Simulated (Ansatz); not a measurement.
Runs of Ansatz 0.2.0 on MnS. Symmetry: Fm-3m, No. 225, cubic system. The conventional cell has a = 5.209 Å, b = 5.209 Å, c = 5.209 Å, α = 90.00°, β = 90.00°, γ = 90.00°. Mn (site symmetry m-3m) has 6 S at 2.60 Å as nearest neighbours. Around S (site symmetry m-3m) lie 6 Mn at 2.60 Å. 

| task | level | potentials or basis | spin | U | cell | k mesh | cutoff (eV) | smearing | driver | hubbard projectors | double counting | q mesh | points for each segment of the path | other keys | gap on the mesh (eV) | pressure (GPa) | moment (μB) |
| --- | --- | --- | --- | --- | --- | --- | --- | --- | --- | --- | --- | --- | --- | --- | --- | --- | --- |
| phonons | LDA+U | JTH PAW | collinear, ferromagnetic start | Mn d U = 4 eV | as given | 6 × 6 × 6 | 1290 | cold 0.07 eV | chain | atomic | fll | 2 × 2 × 2 | 8 | - | 0.49 | - | 5.00 |
| density of states | revPBE+D3(BJ)+U | SPMS NC | collinear, ferromagnetic start | Mn d U = 3.5 eV | as given | 9 × 9 × 9 | 1007 | gaussian 0.05 eV | chain | ortho-atomic | fll (the default) | - | - | - | 0.96 | -0.7 | 5.00 |
| band structure | revPBE+d3bj+U | Ansatz PAW small core | collinear, ferromagnetic start | Mn d U = 1 eV | as given | 9 × 9 × 9 | 420 | gaussian 0.1 eV | chain | all-electron-ortho-atomic | amf | - | 14 | hamiltonian.dispersion = d3bj; scf.mixing.preconditioner = none | none | (a) | 4.77 |
| band structure | PBEsol+D3(BJ)+U | Ansatz PAW | collinear, random start | Mn d U = 6.2 eV | as given | 9 × 9 × 9 | 420 | tetrahedron | chain | all-electron-ortho-atomic | fll (the default) | - | 14 | - | 1.07 | 0.0 | 5.00 |
| phonons | RPBE+D3(BJ)+U | Ansatz PAW | collinear, ferromagnetic start | Mn d U = 8 eV | as given | 6 × 6 × 6 | 420 | gaussian 0.05 eV | chain | ortho-atomic (the default) | fll (the default) | 2 × 2 × 2 | 8 | - | 1.15 | - | 5.00 |
| phonons | RPBE+D3(BJ)+U | Ansatz PAW | collinear, ferromagnetic start | Mn d U = 8 eV | as given | 6 × 6 × 6 | 420 | gaussian 0.05 eV | - | ortho-atomic (the default) | fll (the default) | 2 × 2 × 2 | 8 | - | 1.15 | - | 5.00 |
| projected density of states | BLYP+D3(BJ) | JTH PAW | collinear, ferromagnetic start | - | as given | 9 × 9 × 9 | 1290 | tetrahedron | chain | - | - | - | - | scf.eigensolver.kind = davidson; basis.ecutrho_ratio = 12; … | none | (b) | (c) |
| single point | r2SCAN+U | Ansatz PAW | collinear, random start | Mn d U = 7 eV | atoms moved at random, drawn with an rms of 0.1 Å | 7 × 7 × 7 | 500 | gaussian 0.01 eV | chain | ortho-atomic (the default) | fll | - | - | - | 1.76 | 8.5 | 5.00 |

Fill in the values left out.

(a) -7.6; (b) -6.3; (c) 4.70.

Caveats: a cell with one magnetic atom can't hold antiferromagnetic order, which such compounds often take; the magnetic or orbital state may not be the lowest (some runs); the potentials were made for another functional, which shifts forces and pressure (some runs); odd divisions of the mesh miss points on the zone boundary, where band edges often lie, so the gap on the mesh can be too wide (some runs); pairwise dispersion overbinds metals, which lowers pressure and volume (some runs); with tetrahedron occupations forces and stress needn't match the slope of the energy (some runs); the gap is small at this level, which inflates the dielectric constant (some runs).

A k mesh can miss the band edges.

A gap of «none» marks a metal or a gap under the smearing width.

Runs at the PBE level aren't shown here.
